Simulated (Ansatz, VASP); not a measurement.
**ZnSe: VASP beside Ansatz**

File INCAR:

```
ALGO = Normal
EDIFF = 1E-8
ENCUT = 520
GGA = PE
ISIF = 2
ISMEAR = -1
LASPH = True
LCHARG = False
LEFG = True
LREAL = False
LWAVE = False
NBANDS = 16
NELM = 60
PREC = Accurate
SIGMA = 0.03
```

The input KPOINTS:

```
k-points
0
Gamma
  8 8 8
```

The input POSCAR:

```
ZnSe
1.0
    0.0000000000      2.7764432175      2.7764432175
    2.7764432175      0.0000000000      2.7764432175
    2.7764432175      2.7764432175      0.0000000000
Zn Se
1 1
Direct
    0.0000000000      0.0000000000      0.0000000000
    0.7500000000      0.7500000000      0.7500000000
```

Input for Ansatz:

```yaml
crystal:
  lattice:
    - [0.0, 2.7764432175, 2.7764432175]
    - [2.7764432175, 0.0, 2.7764432175]
    - [2.7764432175, 2.7764432175, 0.0]
  atoms:
    - { symbol: Zn, position: [0.0, 0.0, 0.0] }
    - { symbol: Se, position: [0.75, 0.75, 0.75] }
kpoints:
  mp_grid: { grid: [8, 8, 8] }
scf:
  occupations: { method: fermi_dirac, width: 0.03 }
hamiltonian:
  xc: pbe
  pseudopotentials: { kind: paw }
output:
  forces: true
  stress: true
  eigenvalues: true
  efg: { contact_densities: true }
```

Change from the starting cell: volume scaled by 0.9405, PAW files.

Alike in both runs: task electric field gradients; functional PBE; k mesh 8 × 8 × 8; occupations fermi-dirac, width 0.03 eV; no spin polarisation.

|  | VASP | Ansatz |
| --- | --- | --- |
| version | VASP 6.6.1 | Ansatz 0.2.0 |
| potentials or method | VASP PAW PBE potentials, release 64 (Zn, Se) | PAW with Ansatz's default frozen-core files, scalar-relativistic |
| plane-wave cutoff (eV) | 520 | 420 |
| valence electrons in the cell | 18 | 28 |

|  | VASP | Ansatz | Ansatz less VASP |
| --- | --- | --- | --- |
| gap on the k mesh at the Fermi level (eV) | 1.54 | 1.54 | -0.005 |
| pressure (GPa) | 7.0 | 6.7 | -0.30 |
| Vzz of the field gradient on the site that differs most (V/Å²) | 0.0 | 0.0 | -0.01 |

The functional is the same, so the differences come from potentials, cutoffs and numerics. The two sets of potentials don't hold the same shells in valence.
